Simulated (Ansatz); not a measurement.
# CdSe (Fm-3m) in Ansatz: further runs

The runs below take CdSe through phonons, elastic constants, with LDA, PBE.

Program: Ansatz 0.2.0. These are calculated values, not measurements. Logs are shortened: lines on timing, memory, paths and dates and some standing lists are left out, and cuts for length are marked.

## (1) The crystal as given

The structure is cubic, space group Fm-3m (No. 225). Conventional cell: a = 5.748 Å, b = 5.748 Å, c = 5.748 Å, α = 90.00°, β = 90.00°, γ = 90.00°. Around Cd (site symmetry m-3m) lie 6 Se at 2.87 Å. Se (site symmetry m-3m) is surrounded by 6 Cd at 2.87 Å.

Measurements of this composition are mostly on another form, of space group No. 186.

## (2) Phonons, LDA

input.yaml

```yaml
crystal:
  lattice:
    - [0.0, 2.873958, 2.873958]
    - [2.873958, 0.0, 2.873958]
    - [2.873958, 2.873958, 0.0]
  atoms:
    - { symbol: Cd, position: [0.0, 0.0, 0.0] }
    - { symbol: Se, position: [0.5, 0.5, 0.5] }
hamiltonian:
  xc: lda
  pseudopotentials: { kind: paw }
kpoints:
  mp_grid: { grid: [6, 6, 6] }
scf:
  occupations: { method: fermi_dirac, width: 0.05 }
phonons:
  method: dfpt
```

Potentials or basis: Ansatz PAW.

Command:

```bash
ansatz run input.yaml --threads 2 --pin off --max-ram 5632MiB --backend cpu --events-out ev --progress --plain --runs-dir out
```

Log:

```text
Warning: RAYON_NUM_THREADS=2 ignored (pool sized by the plan → 2); use --threads N
Engine: ansatz 0.2.0, x86_64-unknown-linux-gnu
Pseudopotentials: kind: paw
Pseudopotential: Cd, paw, valence charge 20, recommended cutoff 420 eV (normal), Cd.paw.azcp
Pseudopotential: Se, paw, valence charge 16, recommended cutoff 420 eV (normal), Se.paw.azcp
Functional definition: SPW92
  exchange = slater_x
  correlation = pw_c
Crystal: 2 atoms, lattice volume = 47.476 Å³
Basis set: ecut = 420 eV, 941 PW (Γ), exchange–correlation on 60×60×60 points (8 copies of the dense FFT grid, shifted against one another)
Bands: 22, of which v1, the nominal top of the filled ones, is band 18 counted from 1 (17 counted from 0)
Symmetry: 48 space group operations
k-points: 30 of 216 (irreducible under 8 space group operations, time reversal used)
Non-local potential: Cd, projectors of the file, l = 0: 3, l = 1: 2, l = 2: 2, l = 3: 1
Non-local potential: Se, projectors of the file, l = 0: 2, l = 1: 2, l = 2: 3, l = 3: 1
PAW form: soft (Blöchl's): semilocal exchange-correlation on the pseudo side does not see the compensation charge
PAW frozen core: Cd, regenerated for the run's functional, and the local potential with it (the file was generated under x = pbe(κ = 0.804, μ = 0.2195149727645171), c = pbe(β = 0.06672455060314922))
PAW frozen core: Se, regenerated for the run's functional, and the local potential with it (the file was generated under x = pbe(κ = 0.804, μ = 0.2195149727645171), c = pbe(β = 0.06672455060314922))
PAW one-centre angular grid: Cd, 590 points (default); XC on 64 Gauss nodes
PAW one-centre angular grid: Se, 590 points (default); XC on 64 Gauss nodes
Initial density: superposition of atomic densities (neutral atoms: chi_scale 0, normalization atom), corrected by the library's trained network
Initial wavefunctions: pseudopotential atomic-orbital guess
Functional: x = slater, c = lda
SCF iter   1: F=—  HF=-13501.988353 eV  |F-HF|=—  |Δ(HF+E_count)|=         —  Δρ=7.52e-3  dr2=1.78e-2  ethr=1.77e-3  ⟨swp⟩=5.8  Hψ=2716  notcnv=0
preconditioner: auto → none  [insulator: Δε(μ)=0.790 eV  Ē_g=11.982 eV  σ=0.050 eV  W_gap=0.82  n_scr=14 (ndim 8)  ℏωp=22.9 eV  f_vac=0.035  D(μ)=0.63/eV (n_scr^D=0)  ε∞_Penn≈4.6]
SCF iter   2: F=—  HF=-13501.983485 eV  |F-HF|=—  |Δ(HF+E_count)|=   4.87e-3  Δρ=2.53e-3  dr2=1.48e-3  ethr=4.93e-5  ⟨swp⟩=2.0  Hψ=1440  notcnv=0
SCF iter   3: F=—  HF=-13501.983152 eV  |F-HF|=—  |Δ(HF+E_count)|=   3.33e-4  Δρ=1.22e-3  dr2=3.10e-4  ethr=4.12e-6  ⟨swp⟩=2.0  Hψ=854  notcnv=0
SCF iter   4: F=—  HF=-13501.983096 eV  |F-HF|=—  |Δ(HF+E_count)|=   5.63e-5  Δρ=2.46e-4  dr2=3.18e-5  ethr=8.61e-7  ⟨swp⟩=2.0  Hψ=912  notcnv=0
SCF iter   5: F=—  HF=-13501.983084 eV  |F-HF|=—  |Δ(HF+E_count)|=   1.26e-5  Δρ=2.11e-5  dr2=2.00e-7  ethr=8.82e-8  ⟨swp⟩=2.0  Hψ=1083  notcnv=0
SCF iter   6: F=—  HF=-13501.983077 eV  |F-HF|=—  |Δ(HF+E_count)|=   6.96e-6  Δρ=5.87e-6  dr2=1.10e-8  ethr=5.57e-10  ⟨swp⟩=2.9  Hψ=1105  notcnv=0
SCF iter   7: F=—  HF=-13501.983077 eV  |F-HF|=—  |Δ(HF+E_count)|=   2.55e-9  Δρ=5.85e-7  dr2=8.11e-11  ethr=3.07e-11  ⟨swp⟩=2.2  Hψ=1115  notcnv=0
SCF iter   8: F=-13501.983077 eV  HF=-13501.983077 eV  |F-HF|=3.64e-12  |Δ(HF+E_count)|=  1.82e-12  Δρ=6.58e-8  dr2=1.24e-12  ethr=1.00e-12  ⟨swp⟩=5.0  Hψ=2675  notcnv=0
SCF 1 converged in 8 iterations: F = -13501.983077 eV  dr2 = 1.24e-12
DFPT response loops at Γ: preconditioner auto → Kerker (q_TF=auto, 2.605 Å⁻¹) (partly filled bands, converged f_vac=0.031); β = 1.00, the filter's whole step (`scf.mixing.beta` (0.50) is not read by the response loops under this deck's `scf.mixing.preconditioner`; to damp them name `kerker` or `kerker_dos`, under which they read `scf.mixing.beta`, and type it under 1.00, their step now; both keys bind the ground state too); Broyden in place of MSR1
SCF converged after 8 iterations
Free energy (F): -13501.983077 eV
Harris-Foulkes:  -13501.983077 eV  (|F-HF|=3.64e-12)
Internal energy: -13501.977366 eV  (E = F + TS)
E sigma→0 (E₀):  -13501.980222 eV
Entropy (-TS):   -0.005710 eV (-2.855 meV/atom)
Fermi energy:    9.731172 eV
--- Per-component energies (eV) ---
  E_band       = -817.715879
  E_kinetic    = 623.161535
  E_local      = -5526.991077  (includes V_loc(G=0)·N_el)
  E_nonlocal   = -547.629332
  E_hartree    = 2640.989959
  E_xc         = -278.312757
  E_vxc        = -318.834271  (∫ρ·V_xc dr)
  E_paw        = -5775.183501  (= ΣΔE_a)
  E_vpaw       = -329.402099  (= ΣTr[D̂ρ^β])
  E_aug_tail   = -0.000517  (compensation charges beyond the density's cutoff)
  E_ewald      = -4640.995608
  E_core_change = 2.983931  (= ΣΔE_core)
  E_smearing   = -0.005710  (= −TS)
  E_closure    = 0.000000  (closes the sum)
  Σ components = -13501.983077   (vs F -13501.983077, Δ=0.00e0)
--- Band table (eV; the first three rows and the last of 30) ---
  k-point 0: bands = ["-91.9989", "-53.1437", "-53.1437", "-53.1437", "-37.2743", "-37.2743", "-37.2714", "-37.2714", "-37.2714", "-3.2645", "1.8020", "1.8020", "1.8214", "1.8214", "1.8214", "9.0602", "9.0602", "9.0602", "9.5195", "18.3464", "18.3464", "18.3464"]
  k-point 1: bands = ["-91.9989", "-53.1439", "-53.1437", "-53.1437", "-37.2743", "-37.2743", "-37.2713", "-37.2713", "-37.2713", "-3.0726", "1.7468", "1.7468", "1.8039", "1.8540", "1.8540", "7.0472", "9.1892", "9.1892", "11.4820", "16.4743", "17.2082", "17.2082"]
  k-point 2: bands = ["-91.9989", "-53.1442", "-53.1438", "-53.1438", "-37.2742", "-37.2742", "-37.2713", "-37.2713", "-37.2713", "-2.6278", "1.6362", "1.6362", "1.7358", "1.9247", "1.9247", "5.3471", "9.4811", "9.4811", "12.5710", "15.4553", "15.5049", "15.5049"]
  k-point 29: bands = ["-91.9989", "-53.1443", "-53.1441", "-53.1440", "-37.2743", "-37.2742", "-37.2714", "-37.2712", "-37.2711", "-2.4061", "1.7544", "1.7657", "1.9107", "2.0124", "2.3638", "6.0515", "6.7306", "7.0489", "11.4009", "16.0506", "16.6131", "18.0256"]
--- Phonons (Γ-DFPT): 2 representative perturbations + reference, on 30 of 216 k-points (Σ response iterations 7) ---
  k mesh reduced under 8 symmetry operations, with k and −k counted as one. Each operation leaves every solved perturbation unchanged. A smaller set is not used because it would not reduce the number of displacements times k-points to solve
  ASR residual: 2.586e-5 → 0.000e0 eV/Å²; symmetrization residual: 4.662e-6 eV/Å²
  ASR residual per site (eV/Å²): 4.29e-6 2.59e-5
  Γ frequencies (cm⁻¹): 0.00 0.00 0.00 56.66 56.66 56.66
  non-analytic LO–TO correction: not included (Born effective charges unavailable; polar crystals: no LO–TO splitting at Γ)
```

Wall time 1.9 s (2 threads of AMD EPYC 9R45 (Zen 5), shared host); peak memory 0.49 GiB.

What came out:

```yaml
Free_energy: -13501.9831 eV
Band_gap_on_the_k_mesh: none (metal or under the smearing width)
Highest_phonon_frequency_at_Γ: 57 cm⁻¹
```

Levels at points of the mesh, in eV from the Fermi level:
| k point | band 15 | band 16 | band 17 | band 18 | band 19 | band 20 | band 21 | band 22 |
| --- | --- | --- | --- | --- | --- | --- | --- | --- |
| (0.00, 0.00, 0.00) | -7.91 | -0.67 | -0.67 | -0.67 | -0.21 | 8.62 | 8.62 | 8.62 |
| (0.00, 0.00, -0.50) | -7.77 | -5.04 | -0.08 | -0.08 | 2.82 | 5.10 | 5.10 | 5.68 |
| (0.00, -0.50, -0.50) | -7.26 | -4.15 | -2.11 | -2.11 | -0.70 | 5.40 | 9.45 | 10.03 |
| (-0.50, 0.00, -0.50) | -7.26 | -4.15 | -2.11 | -2.11 | -0.70 | 5.40 | 9.45 | 10.03 |

Phonon frequencies in cm⁻¹ (negative: imaginary):
| q point | frequencies |
| --- | --- |
| (0.000, 0.000, 0.000) | 0 0 0 57 57 57 |

Caveat: the PAW data sets come from PBE, with cores solved anew for the run's functional, which leaves a small shift of forces and pressure.

## (3) Elastic constants, LDA

Changes to input.yaml since step 2:

```diff
@@ -15,3 +15,7 @@
   occupations: { method: fermi_dirac, width: 0.05 }
-phonons:
-  method: dfpt
+output:
+  forces: true
+  stress: true
+elastic:
+  mode: relaxed_ion
+  stencil: two_point
```

Potentials or basis: Ansatz PAW.

Command:

```bash
ansatz run input.yaml --threads 2 --pin off --max-ram 5632MiB --backend cpu --events-out ev --progress --plain --runs-dir out
```

It took 1.7 s on 2 threads of AMD EPYC 9R45 (Zen 5), shared host; peak memory 0.43 GiB.

Results (log left out):

- Free energy: -13501.9831 eV
- Pressure: -5.9 GPa
- Band gap on the k mesh: none (metal or under the smearing width)
- Elastic constants C11, C12, C44: 76, 34, 25 GPa
- Voigt bulk modulus: 48 GPa

Levels at points of the mesh, in eV from the Fermi level:
| k point | band 16 | band 17 | band 18 | band 19 | band 20 | band 21 |
| --- | --- | --- | --- | --- | --- | --- |
| (0.00, 0.00, 0.00) | -0.67 | -0.67 | -0.67 | -0.21 | 8.62 | 8.62 |
| (0.00, 0.00, -0.50) | -5.04 | -0.08 | -0.08 | 2.82 | 5.10 | 5.10 |
| (0.00, -0.50, -0.50) | -4.15 | -2.11 | -2.11 | -0.70 | 5.40 | 9.45 |

Elastic tensor in Voigt notation (GPa, in the Cartesian axes of the cell as first typed):
```
76 34 34  0  0  0
34 76 34  0  0  0
34 34 76  0  0  0
 0  0  0 25  0  0
 0  0  0  0 25  0
 0  0  0  0  0 25
```

Caveat: the cell is more than 3 GPa from zero pressure, which shifts response properties; elastic constants of metals need much finer meshes, so these are rough; the PAW data sets come from PBE, with cores solved anew for the run's functional, which leaves a small shift of forces and pressure.

## (4) Phonons, PBE

Changes to input.yaml since step 3:

```diff
@@ -9,3 +9,3 @@
 hamiltonian:
-  xc: lda
+  xc: pbe
   pseudopotentials: { kind: paw }
@@ -15,7 +15,3 @@
   occupations: { method: fermi_dirac, width: 0.05 }
-output:
-  forces: true
-  stress: true
-elastic:
-  mode: relaxed_ion
-  stencil: two_point
+phonons:
+  method: dfpt
```

Potentials or basis: Ansatz PAW.

Command:

```bash
ansatz run input.yaml --threads 2 --pin off --max-ram 5632MiB --backend cpu --events-out ev --progress --plain --runs-dir out
```

Log:

```text
Warning: RAYON_NUM_THREADS=2 ignored (pool sized by the plan → 2); use --threads N
Engine: ansatz 0.2.0, x86_64-unknown-linux-gnu
Pseudopotentials: kind: paw
Pseudopotential: Cd, paw, valence charge 20, recommended cutoff 420 eV (normal), Cd.paw.azcp
Pseudopotential: Se, paw, valence charge 16, recommended cutoff 420 eV (normal), Se.paw.azcp
Functional definition: PBE
  parameter kappa = 0.804
  parameter beta = 0.06672455060314922
  exchange = pbe_x(kappa = kappa, mu = beta*pi^2/3)
  correlation = pbe_c(beta = beta)
Crystal: 2 atoms, lattice volume = 47.476 Å³
Basis set: ecut = 420 eV, 941 PW (Γ), exchange–correlation on 60×60×60 points (8 copies of the dense FFT grid, shifted against one another)
Bands: 22, of which v1, the nominal top of the filled ones, is band 18 counted from 1 (17 counted from 0)
Symmetry: 48 space group operations
k-points: 30 of 216 (irreducible under 8 space group operations, time reversal used)
Non-local potential: Cd, projectors of the file, l = 0: 3, l = 1: 2, l = 2: 2, l = 3: 1
Non-local potential: Se, projectors of the file, l = 0: 2, l = 1: 2, l = 2: 3, l = 3: 1
PAW form: soft (Blöchl's): semilocal exchange-correlation on the pseudo side does not see the compensation charge
PAW one-centre angular grid: Cd, 590 points (default); XC on 64 Gauss nodes
PAW one-centre angular grid: Se, 590 points (default); XC on 64 Gauss nodes
Initial density: superposition of atomic densities (neutral atoms: chi_scale 0, normalization atom), corrected by the library's trained network
Initial wavefunctions: pseudopotential atomic-orbital guess
Functional: x = pbe(κ = 0.804, μ = 0.2195149727645171), c = pbe(β = 0.06672455060314922)
SCF iter   1: F=—  HF=-13724.499894 eV  |F-HF|=—  |Δ(HF+E_count)|=         —  Δρ=7.26e-4  dr2=2.15e-4  ethr=1.77e-3  ⟨swp⟩=5.8  Hψ=2699  notcnv=0
preconditioner: auto → none  [insulator: Δε(μ)=0.131 eV  Ē_g=12.164 eV  σ=0.050 eV  W_gap=0.55  n_scr=14 (ndim 8)  ℏωp=22.9 eV  f_vac=0.035  D(μ)=0.58/eV (n_scr^D=0)  ε∞_Penn≈4.5]
SCF iter   2: F=—  HF=-13724.500746 eV  |F-HF|=—  |Δ(HF+E_count)|=   8.52e-4  Δρ=2.83e-4  dr2=2.53e-5  ethr=5.98e-7  ⟨swp⟩=2.2  Hψ=1456  notcnv=0
SCF iter   3: F=—  HF=-13724.500798 eV  |F-HF|=—  |Δ(HF+E_count)|=   5.24e-5  Δρ=1.27e-4  dr2=5.80e-6  ethr=7.03e-8  ⟨swp⟩=2.0  Hψ=929  notcnv=0
SCF iter   4: F=—  HF=-13724.500764 eV  |F-HF|=—  |Δ(HF+E_count)|=   3.46e-5  Δρ=2.26e-5  dr2=2.45e-7  ethr=1.61e-8  ⟨swp⟩=2.0  Hψ=928  notcnv=0
SCF iter   5: F=—  HF=-13724.500801 eV  |F-HF|=—  |Δ(HF+E_count)|=   3.73e-5  Δρ=1.38e-5  dr2=1.56e-7  ethr=6.81e-10  ⟨swp⟩=2.5  Hψ=1066  notcnv=0
SCF iter   6: F=—  HF=-13724.500801 eV  |F-HF|=—  |Δ(HF+E_count)|=   4.26e-8  Δρ=4.53e-6  dr2=1.52e-8  ethr=4.33e-10  ⟨swp⟩=2.1  Hψ=794  notcnv=0
SCF iter   7: F=—  HF=-13724.500801 eV  |F-HF|=—  |Δ(HF+E_count)|=   3.69e-9  Δρ=1.06e-6  dr2=7.22e-10  ethr=4.22e-11  ⟨swp⟩=2.1  Hψ=867  notcnv=0
SCF iter   8: F=-13724.500801 eV  HF=-13724.500801 eV  |F-HF|=5.46e-12  |Δ(HF+E_count)|=  1.16e-10  Δρ=1.30e-7  dr2=9.03e-12  ethr=1.00e-12  ⟨swp⟩=4.0  Hψ=3109  notcnv=0
SCF 1 converged in 8 iterations: F = -13724.500801 eV  dr2 = 9.03e-12
DFPT response loops at Γ: preconditioner auto → Kerker (q_TF=auto, 2.605 Å⁻¹) (partly filled bands, converged f_vac=0.033); β = 1.00, the filter's whole step (`scf.mixing.beta` (0.50) is not read by the response loops under this deck's `scf.mixing.preconditioner`; to damp them name `kerker` or `kerker_dos`, under which they read `scf.mixing.beta`, and type it under 1.00, their step now; both keys bind the ground state too); Broyden in place of MSR1
SCF converged after 8 iterations
Free energy (F): -13724.500801 eV
Harris-Foulkes:  -13724.500801 eV  (|F-HF|=5.46e-12)
Internal energy: -13724.495507 eV  (E = F + TS)
E sigma→0 (E₀):  -13724.498154 eV
Entropy (-TS):   -0.005294 eV (-2.647 meV/atom)
Fermi energy:    10.058469 eV
--- Per-component energies (eV) ---
  E_band       = -805.067393
  E_kinetic    = 622.946239
  E_local      = -5513.228341  (includes V_loc(G=0)·N_el)
  E_nonlocal   = -561.626236
  E_hartree    = 2644.379469
  E_xc         = -280.562334
  E_vxc        = -319.314974  (∫ρ·V_xc dr)
  E_paw        = -5995.408180  (= ΣΔE_a)
  E_vpaw       = -322.602577  (= ΣTr[D̂ρ^β])
  E_aug_tail   = -0.000516  (compensation charges beyond the density's cutoff)
  E_ewald      = -4640.995608
  E_smearing   = -0.005294  (= −TS)
  E_closure    = 0.000000  (closes the sum)
  Σ components = -13724.500801   (vs F -13724.500801, Δ=0.00e0)
--- Band table (eV; the first three rows and the last of 30) ---
  k-point 0: bands = ["-91.9052", "-52.9751", "-52.9751", "-52.9751", "-36.7290", "-36.7290", "-36.7262", "-36.7262", "-36.7262", "-2.8709", "2.1059", "2.1059", "2.1221", "2.1221", "2.1221", "9.3936", "9.3936", "9.3936", "10.1010", "18.6798", "18.6798", "18.6798"]
  k-point 1: bands = ["-91.9052", "-52.9753", "-52.9751", "-52.9751", "-36.7290", "-36.7290", "-36.7262", "-36.7261", "-36.7261", "-2.6794", "2.0514", "2.0514", "2.1056", "2.1542", "2.1542", "7.4678", "9.5188", "9.5188", "11.9782", "16.9083", "17.6509", "17.6509"]
  k-point 2: bands = ["-91.9052", "-52.9756", "-52.9752", "-52.9752", "-36.7289", "-36.7289", "-36.7261", "-36.7261", "-36.7261", "-2.2353", "1.9424", "1.9424", "2.0417", "2.2230", "2.2230", "5.7570", "9.8011", "9.8011", "13.0621", "15.9528", "15.9534", "15.9534"]
  k-point 29: bands = ["-91.9052", "-52.9757", "-52.9755", "-52.9754", "-36.7290", "-36.7289", "-36.7262", "-36.7260", "-36.7259", "-2.0193", "2.0590", "2.0692", "2.2099", "2.3079", "2.6731", "6.4123", "7.1493", "7.4007", "11.8657", "16.4362", "17.1005", "18.4676"]
--- Phonons (Γ-DFPT): 2 representative perturbations + reference, on 30 of 216 k-points (Σ response iterations 6) ---
  k mesh reduced under 8 symmetry operations, with k and −k counted as one. Each operation leaves every solved perturbation unchanged. A smaller set is not used because it would not reduce the number of displacements times k-points to solve
  ASR residual: 1.339e-4 → 0.000e0 eV/Å²; symmetrization residual: 1.902e-6 eV/Å²
  ASR residual per site (eV/Å²): 1.34e-4 5.09e-5
  Γ frequencies (cm⁻¹): 0.00 0.00 0.00 78.98 78.98 78.98
  non-analytic LO–TO correction: not included (Born effective charges unavailable; polar crystals: no LO–TO splitting at Γ)
```

It took 1.7 s on 2 threads of AMD EPYC 9R45 (Zen 5), shared host; peak memory 0.51 GiB.

What came out:

```
Free energy                   : -13724.5008 eV
Band gap on the k mesh        : none (metal or under the smearing width)
Highest phonon frequency at Γ : 79 cm⁻¹
```

Phonon frequencies in cm⁻¹ (negative: imaginary):
```
              q point     frequencies
(0.000, 0.000, 0.000)  0 0 0 79 79 79
```

## (5) Elastic constants, PBE

Changes to input.yaml since step 4:

```diff
@@ -15,3 +15,7 @@
   occupations: { method: fermi_dirac, width: 0.05 }
-phonons:
-  method: dfpt
+output:
+  forces: true
+  stress: true
+elastic:
+  mode: relaxed_ion
+  stencil: two_point
```

Command:

```bash
ansatz run input.yaml --threads 2 --pin off --max-ram 5632MiB --backend cpu --events-out ev --progress --plain --runs-dir out
```

Wall time 1.9 s (2 threads of AMD EPYC 9R45 (Zen 5), shared host); peak memory 0.44 GiB.

Results (log left out):

```yaml
Free_energy: -13724.5008 eV
Pressure: -0.3 GPa
Band_gap_on_the_k_mesh: none (metal or under the smearing width)
Elastic_constants_C11_C12_C44: 96, 38, 23 GPa
Voigt_bulk_modulus: 57 GPa
```

Levels at points of the mesh, in eV from the Fermi level:
```tsv
k point	band 16	band 17	band 18	band 19	band 20	band 21
(0.00, 0.00, 0.00)	-0.66	-0.66	-0.66	0.04	8.62	8.62
(0.00, 0.00, -0.50)	-4.96	-0.09	-0.09	2.98	5.23	5.23
(0.00, -0.50, -0.50)	-4.11	-2.09	-2.09	-0.48	5.44	9.63
```

Elastic tensor in Voigt notation (GPa, in the Cartesian axes of the cell as first typed):
```
96 38 38  0  0  0
38 96 38  0  0  0
38 38 96  0  0  0
 0  0  0 23  0  0
 0  0  0  0 23  0
 0  0  0  0  0 23
```

Caveat: elastic constants of metals need much finer meshes, so these are rough.

## (6) Summary

| task | level | atoms under strain | gap on the mesh (eV) | pressure (GPa) |
| --- | --- | --- | --- | --- |
| phonons | LDA | - | none | - |
| elastic constants | LDA | relaxed | none | -5.9 |
| phonons | PBE | - | none | - |
| elastic constants | PBE | relaxed | none | -0.3 |

Alike in all rows: potentials or basis Ansatz PAW; no spin polarisation; cell as given; k mesh 6 × 6 × 6; cutoff (eV) 420; smearing fermi-dirac 0.05 eV.

Every run on the cell as given and a fine mesh finds a metal.

Caveats: the PAW data sets come from PBE, with cores solved anew for the run's functional, which leaves a small shift of forces and pressure (some runs); elastic constants of metals need much finer meshes, so these are rough (some runs); the cell is more than 3 GPa from zero pressure, which shifts response properties (some runs).

Total energies depend on the potentials used, so only differences within one code and one set of settings carry meaning.
